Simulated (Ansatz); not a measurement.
# TiO2 (P2_1/c) in Ansatz: relaxation of cell and atoms with BLYP+D3(BJ)

Aim: the relaxation of cell and atoms of TiO2 with BLYP+D3(BJ).

Everything below comes from runs of Ansatz 0.2.0. Logs are shortened: lines on timing, memory, paths and dates and some standing lists are left out, and cuts for length are marked.

## Step 1: The structure

It takes space group P2_1/c (No. 14, monoclinic). Conventional cell: a = 4.813 Å, b = 4.872 Å, c = 5.041 Å, α = 90.00°, β = 99.86°, γ = 90.00°. Ti (site symmetry 1) has 6 O at 1.88 to 2.12 Å as nearest neighbours. O (site symmetry 1) has 3 Ti at 1.88 to 2.03 Å as nearest neighbours. O (site symmetry 1) is surrounded by 4 Ti at 2.00 to 2.20 Å.

The cell comes from a database or a generator and needn't be the stable form of this composition.

## Step 2: Relaxation of cell and atoms, BLYP+D3(BJ)

input.yaml reads:

```yaml
crystal:
  lattice:
    - [4.8126997814, 0.0, 0.0]
    - [0.0, 4.87188446, 0.0]
    - [-0.8628854487, 0.0, 4.9665942755]
  atoms:
    - { symbol: Ti, position: [0.27743526, 0.05280836, 0.21314827] }
    - { symbol: Ti, position: [0.72256474, 0.55280836, 0.28685173] }
    - { symbol: Ti, position: [0.72256474, 0.94719164, 0.78685173] }
    - { symbol: Ti, position: [0.27743526, 0.44719164, 0.71314827] }
    - { symbol: O, position: [0.06383822, 0.17696552, 0.85155674] }
    - { symbol: O, position: [0.93616178, 0.67696552, 0.64844326] }
    - { symbol: O, position: [0.93616178, 0.82303448, 0.14844326] }
    - { symbol: O, position: [0.06383822, 0.32303448, 0.35155674] }
    - { symbol: O, position: [0.44536099, 0.75763174, 0.46677186] }
    - { symbol: O, position: [0.55463901, 0.25763174, 0.03322814] }
    - { symbol: O, position: [0.55463901, 0.24236826, 0.53322814] }
    - { symbol: O, position: [0.44536099, 0.74236826, 0.96677186] }
hamiltonian:
  xc: blyp
  pseudopotentials: { kind: paw }
  dispersion: d3bj
kpoints:
  mp_grid: { grid: [6, 6, 6] }
scf:
  occupations: { method: fermi_dirac, width: 0.05 }
output:
  forces: true
  stress: true
  eigenvalues: true
relax:
  f_tol: 0.01
  max_steps: 40
  cell: { stress_tol: 0.05 }
```

Potentials or basis: Ansatz PAW.

Command:

```console
$ ansatz run input.yaml --threads 4 --pin off --max-ram 11264MiB --backend cpu --events-out ev --progress --plain --runs-dir out
```

The log of the run:

```text
Warning: RAYON_NUM_THREADS=4 ignored (pool sized by the plan → 4); use --threads N
Engine: ansatz 0.2.0, aarch64-unknown-linux-gnu
Pseudopotentials: kind: paw
Pseudopotential: Ti, paw, valence charge 12, recommended cutoff 420 eV (normal), Ti.paw.azcp
Pseudopotential: O, paw, valence charge 6, recommended cutoff 420 eV (normal), O.paw.azcp
Functional definition: BLYP
  parameter beta = 0.0042
  parameter a = 0.04918
  parameter b = 0.132
  parameter c = 0.2533
  parameter d = 0.349
  exchange = b88_x(beta = beta)
  correlation = lyp_c(a = a, b = b, c = c, d = d)
Crystal: 12 atoms, lattice volume = 116.451 Å³
Basis set: ecut = 420 eV, 2283 PW (Γ), exchange–correlation on 72×72×72 points (8 copies of the dense FFT grid, shifted against one another)
Bands: 60, of which v1, the nominal top of the filled ones, is band 48 counted from 1 (47 counted from 0)
Symmetry: 4 space group operations
Space group: P21/c (ITA 14), of the structure as read, at distance tolerance 4.9e-5 Å
k-points: 80 of 216
Non-local potential: Ti, projectors of the file, l = 0: 3, l = 1: 2, l = 2: 3, l = 3: 1
Non-local potential: O, projectors of the file, l = 0: 2, l = 1: 2, l = 2: 1
PAW form: soft (Blöchl's): semilocal exchange-correlation on the pseudo side does not see the compensation charge
PAW frozen core: Ti, regenerated for the run's functional, and the local potential with it (the file was generated under x = pbe(κ = 0.804, μ = 0.2195149727645171), c = pbe(β = 0.06672455060314922))
PAW frozen core: O, regenerated for the run's functional, and the local potential with it (the file was generated under x = pbe(κ = 0.804, μ = 0.2195149727645171), c = pbe(β = 0.06672455060314922))
PAW one-centre angular grid: Ti, 590 points (default); XC on 64 Gauss nodes
PAW one-centre angular grid: O, 110 points (default); XC on 64 Gauss nodes
Initial density: superposition of atomic densities (neutral atoms: chi_scale 0, normalization atom), corrected by the library's trained network
Initial wavefunctions: pseudopotential atomic-orbital guess
Functional: x = b88, c = lyp
SCF iter   1: F=—  HF=-14602.628592 eV  |F-HF|=—  |Δ(HF+E_count)|=         —  Δρ=1.97e-2  dr2=2.83e-1  ethr=1.77e-3  ⟨swp⟩=5.3  Hψ=18340  notcnv=0
preconditioner: auto → Resta (q_TF=auto, 2.642 Å⁻¹)  ε∞=8.9  [insulator: Δε(μ)=2.409 eV  Ē_g=9.807 eV  σ=0.050 eV  W_gap=1.00  n_scr=30 (ndim 8)  ℏωp=27.5 eV  f_vac=0.024  D(μ)=0.00/eV (n_scr^D=0)  ε∞_Penn≈8.9]
SCF iter   2: F=—  HF=-14602.566210 eV  |F-HF|=—  |Δ(HF+E_count)|=   6.24e-2  Δρ=8.09e-3  dr2=8.12e-2  ethr=2.95e-4  ⟨swp⟩=2.0  Hψ=8546  notcnv=0  defer=394
SCF iter   3: F=—  HF=-14602.553803 eV  |F-HF|=—  |Δ(HF+E_count)|=   1.24e-2  Δρ=3.76e-3  dr2=1.06e-2  ethr=8.46e-5  ⟨swp⟩=2.0  Hψ=6881  notcnv=0  defer=394
SCF iter   4: F=—  HF=-14602.552504 eV  |F-HF|=—  |Δ(HF+E_count)|=   1.30e-3  Δρ=1.35e-3  dr2=1.70e-3  ethr=1.10e-5  ⟨swp⟩=2.0  Hψ=6148  notcnv=0  defer=394
SCF iter   5: F=—  HF=-14602.552594 eV  |F-HF|=—  |Δ(HF+E_count)|=   9.10e-5  Δρ=6.32e-4  dr2=3.50e-4  ethr=1.77e-6  ⟨swp⟩=2.0  Hψ=6324  notcnv=0  defer=394
SCF iter   6: F=—  HF=-14602.552552 eV  |F-HF|=—  |Δ(HF+E_count)|=   4.28e-5  Δρ=1.17e-4  dr2=1.94e-5  ethr=3.65e-7  ⟨swp⟩=2.0  Hψ=6945  notcnv=0  defer=394
SCF iter   7: F=—  HF=-14602.552591 eV  |F-HF|=—  |Δ(HF+E_count)|=   3.90e-5  Δρ=2.35e-5  dr2=6.66e-7  ethr=2.02e-8  ⟨swp⟩=2.0  Hψ=6350  notcnv=0  defer=394
SCF iter   8: F=—  HF=-14602.552591 eV  |F-HF|=—  |Δ(HF+E_count)|=   3.67e-7  Δρ=9.37e-6  dr2=1.08e-7  ethr=1.04e-10  ⟨swp⟩=9.1  Hψ=19433  notcnv=0
SCF iter   9: F=-14602.552591 eV  HF=-14602.552591 eV  |F-HF|=1.44e-10  |Δ(HF+E_count)|=   3.03e-8  Δρ=1.74e-6  dr2=3.02e-9  ethr=1.04e-10  ⟨swp⟩=4.5  Hψ=15128  notcnv=0
SCF 1 converged in 9 iterations: F = -14602.552591 eV  dr2 = 3.02e-9
relax step   1: F+E_penalty+E_count = -14602.55259111 eV  Δ(F+E_penalty+E_count) = +0.000e0 eV  max|allowed force component| = 1.175e-1 eV/Å  Δτ_max = 0.0000 Å  P = +0.718 GPa  Ω = 116.451 Å³  (9 SCF iters, dr2 threshold 1.00e-7 eV, accepted)
[... 91 lines left out ...]
basis re-selected at this cell: Δ(F+E_penalty+E_count) = -1.133e-4 eV, ΔP = +0.001 GPa vs the last step (what re-selecting the basis moved, of the pressure what is left beyond the Pulay correction that the steps carried, after the strain that the cell walked since its last selection, with what the two solves' SCF thresholds leave and, on support functions, any second-order correction that the steps lacked; it is no measure of the basis error at this ecutwfc). This SCF's stress stands 3.08e-2 GPa from its target on what of the cell is left free (relax.cell.stress_tol is 5.00e-2 GPa) and its largest allowed force component is 1.55e-3 eV/Å (relax.f_tol is 1.00e-2 eV/Å): within both
SCF converged after 5 iterations
Free energy (F): -14602.559321 eV
Harris-Foulkes:  -14602.559321 eV  (|F-HF|=1.46e-11)
Internal energy: -14602.559321 eV  (E = F + TS)
E sigma→0 (E₀):  -14602.559321 eV
Fermi energy:    11.656808 eV
--- Per-component energies (eV) ---
  E_band       = -634.477603
  E_kinetic    = 2501.879425
  E_local      = -5723.638630  (includes V_loc(G=0)·N_el)
  E_nonlocal   = 401.909399
  E_hartree    = 2186.979373
  E_xc         = -975.210110
  E_vxc        = -1232.725221  (∫ρ·V_xc dr)
  E_paw        = -5501.467012  (= ΣΔE_a)
  E_vpaw       = -955.882177  (= ΣTr[D̂ρ^β])
  E_aug_tail   = 0.020731  (compensation charges beyond the density's cutoff)
  E_ewald      = -7486.164591
  E_disp       = -6.957678  (pairwise vdW)
  E_core_change = 0.089772  (= ΣΔE_core)
  E_smearing   = -0.000000  (= −TS)
  E_closure    = 0.000000  (closes the sum)
  Σ components = -14602.559321   (vs F -14602.559321, Δ=0.00e0)
--- Forces (eV/Å), atoms counted from 1 ---
  atom   1  Ti     0.00058076    -0.00093844    -0.00129385
  atom   2  Ti    -0.00058076    -0.00093844     0.00129385
  atom   3  Ti    -0.00058076     0.00093844     0.00129385
  atom   4  Ti     0.00058076     0.00093844    -0.00129385
  atom   5  O     -0.00081246     0.00001492    -0.00089433
  atom   6  O      0.00081246     0.00001492     0.00089433
  atom   7  O      0.00081246    -0.00001492     0.00089433
  atom   8  O     -0.00081246    -0.00001492    -0.00089433
  atom   9  O      0.00044737    -0.00108518     0.00154822
  atom  10  O     -0.00044737    -0.00108518    -0.00154822
  atom  11  O     -0.00044737     0.00108518    -0.00154822
  atom  12  O      0.00044737     0.00108518     0.00154822
  max |Σ_I F_I| component: 0.00e0 eV/Å
--- Stress (GPa, compression-positive) ---
        0.019633       0.000000       0.008537
        0.000000       0.013363       0.000000
        0.008537       0.000000       0.024271
  P = ⅓ Tr σ = 0.0191 GPa (0.191 kbar)
--- Band table (eV; the first three rows and the last of 80) ---
  k-point 0: bands = ["-46.0667", "-46.0314", "-46.0299", "-46.0289", "-22.5532", "-22.5294", "-22.5031", "-22.4338", "-22.3738", "-22.3326", "-22.3248", "-22.3032", "-22.2965", "-22.2785", "-22.2335", "-22.2139", "-7.9258", "-6.3210", "-6.2366", "-5.9782", "-5.9296", "-5.9247", "-5.8840", "-5.6685", "4.9123", "4.9226", "5.5546", "5.6430", "5.6591", "5.8551", "6.4918", "7.0151", "7.0471", "7.1987", "7.3720", "7.5424", "8.0973", "8.4301", "8.4622", "8.5331", "8.7662", "9.2613", "9.2722", "9.4508", "9.8767", "9.9207", "10.4806", "10.5211", "12.9526", "13.0471", "13.4101", "13.5079", "13.6736", "13.8073", "14.0295", "14.2531", "14.4135", "14.6832", "15.0765", "15.0856"]
  k-point 1: bands = ["-46.0643", "-46.0328", "-46.0312", "-46.0286", "-22.5420", "-22.5129", "-22.5011", "-22.4440", "-22.3691", "-22.3510", "-22.3259", "-22.3086", "-22.2865", "-22.2722", "-22.2355", "-22.2296", "-7.8316", "-6.4442", "-6.2067", "-6.0033", "-5.9522", "-5.8966", "-5.8856", "-5.6827", "4.9660", "5.0411", "5.6650", "5.6824", "5.8400", "5.9094", "6.4420", "6.9370", "6.9776", "7.1703", "7.4864", "7.6312", "8.0650", "8.1206", "8.5239", "8.6714", "8.7035", "9.1036", "9.2551", "9.3526", "9.7060", "9.8980", "10.3522", "10.4388", "12.9541", "13.1148", "13.3746", "13.4832", "13.7269", "13.8415", "14.1062", "14.2838", "14.4375", "14.5203", "15.0628", "15.1086"]
  k-point 2: bands = ["-46.0577", "-46.0396", "-46.0306", "-46.0290", "-22.5110", "-22.4941", "-22.4785", "-22.4528", "-22.4063", "-22.3480", "-22.3375", "-22.3014", "-22.2810", "-22.2797", "-22.2514", "-22.2409", "-7.5672", "-6.7727", "-6.1307", "-6.0273", "-5.9647", "-5.9082", "-5.8612", "-5.7390", "5.1394", "5.3498", "5.6396", "5.7668", "6.2647", "6.2770", "6.3988", "6.6618", "6.7466", "7.3862", "7.6163", "7.6722", "7.9606", "8.0198", "8.3429", "8.3489", "8.8229", "8.8942", "8.9748", "9.3378", "9.4576", "9.9152", "9.9815", "10.2941", "13.0102", "13.2546", "13.2916", "13.4092", "13.8281", "13.8994", "14.1907", "14.2785", "14.4495", "14.5322", "15.0768", "15.1364"]
  k-point 79: bands = ["-46.0436", "-46.0436", "-46.0348", "-46.0348", "-22.5272", "-22.5272", "-22.5259", "-22.5259", "-22.3500", "-22.3500", "-22.2721", "-22.2721", "-22.2689", "-22.2689", "-22.2500", "-22.2500", "-6.8182", "-6.8182", "-6.4271", "-6.4271", "-5.9662", "-5.9662", "-5.8666", "-5.8666", "5.9316", "5.9316", "6.0222", "6.0222", "6.2941", "6.2941", "6.6792", "6.6792", "7.3813", "7.3813", "7.5269", "7.5269", "7.9373", "7.9373", "8.0692", "8.0692", "8.5613", "8.5613", "9.1038", "9.1038", "9.3511", "9.3511", "9.6036", "9.6036", "13.0930", "13.0930", "13.4054", "13.4054", "13.7915", "13.7915", "13.8956", "13.8956", "14.3291", "14.3291", "14.5425", "14.5425"]
--- Relaxed structure (7 steps of the walk, 6 accepted, 2 SCFs on fresh bases) ---
  F+E_penalty+E_count = -14602.55932110 eV   max|allowed force component| = 1.548e-3 eV/Å   (the final SCF, on the basis selected at the relaxed cell)
  cell:  # Å, volume = 116.7125 Å³
    - [4.807857871551969, -9.957450371702405e-19, 0.008968873956711821]
    - [-1.007990315843186e-18, 4.874239942090715, -1.7600072383258194e-18]
    - [-0.852761656688046, -1.6156913743262242e-18, 4.978745856795669]
  atoms:
    - { symbol: Ti, position: [0.27739211253171814, 0.05328612929536259, 0.21457095995810804] }
    - { symbol: Ti, position: [0.7226078874682818, 0.5532861292953625, 0.2854290400418919] }
    - { symbol: Ti, position: [0.7226078874682818, 0.9467138707046374, 0.7854290400418917] }
    - { symbol: Ti, position: [0.27739211253171814, 0.4467138707046374, 0.7145709599581082] }
    - { symbol: O, position: [0.06373683346821109, 0.177348269980085, 0.8499173527698015] }
    - { symbol: O, position: [0.9362631665317888, 0.6773482699800848, 0.6500826472301984] }
    - { symbol: O, position: [0.9362631665317885, 0.8226517300199149, 0.15008264723019837] }
    - { symbol: O, position: [0.06373683346821109, 0.32265173001991493, 0.3499173527698015] }
    - { symbol: O, position: [0.4437825597921573, 0.7578579863832584, 0.4659500494510567] }
    - { symbol: O, position: [0.5562174402078426, 0.2578579863832584, 0.034049950548943046] }
    - { symbol: O, position: [0.5562174402078426, 0.2421420136167415, 0.5340499505489431] }
    - { symbol: O, position: [0.4437825597921573, 0.7421420136167414, 0.9659500494510568] }
```

Run time: 70 s. Hardware: 4 threads of Arm Neoverse V2, shared host; peak memory 0.77 GiB.

What came out:

- Free energy: -14602.5593 eV
- Relaxed volume: 9.73 Å³/atom
- Relaxed cell: a = 4.808 Å, b = 4.874 Å, c = 5.051 Å, α = 90.00°, β = 99.61°, γ = 90.00°
- Space group after relaxing (to 0.05 Å): P2_1/c (No. 14)
- Energy gained by relaxing: 0.6 meV/atom
- Ionic steps: 8
- Pressure after relaxing: 0.0 GPa
- Band gap on the k mesh: 2.30 eV, indirect (least direct gap 2.39 eV)

Step by step:
| step | energy change (eV) | largest force (eV/Å) | volume (Å³) |
| --- | --- | --- | --- |
| 1 | 0.0000 | 0.1374 | 116.45 |
| 2 | -0.0023 | 0.1005 | 116.62 |
| 3 | -0.0037 | 0.0535 | 116.74 |
| 4 | -0.0050 | 0.0206 | 116.67 |
| 5 | -0.0049 | 0.0026 | 116.70 |
| 6 | -0.0067 | 0.0027 | 116.70 |
| 7 | -0.0066 | 0.0020 | 116.71 |
| 8 | -0.0067 | 0.0019 | 116.71 |

Final structure:
```
Ti O
1.0
     4.80786    0.00000    0.00897
     0.00000    4.87424    0.00000
    -0.85276    0.00000    4.97875
Ti O
4 8
Cartesian
  1.1507 0.2597 1.0708
  3.2308 2.6968 1.4276
  2.8044 4.6145 3.9169
  0.7243 2.1774 3.5602
  -0.4183 0.8644 4.2321
  3.9471 3.3016 3.2450
  4.3734 4.0098 0.7556
  0.0080 1.5727 1.7427
  1.7363 3.6940 2.3238
  2.6452 1.2569 0.1745
  2.2188 1.1803 2.6639
  1.3099 3.6174 4.8132
```

Caveat: the plane-wave basis is chosen anew once the cell has moved, so the energies of steps on either side of that aren't comparable; the pressure holds a Pulay correction of +1.0 GPa for the finite cutoff; the PAW data sets come from PBE, with cores solved anew for the run's functional, which leaves a small shift of forces and pressure. BLYP gaps usually lie below the measured ones, often by a third to a half.
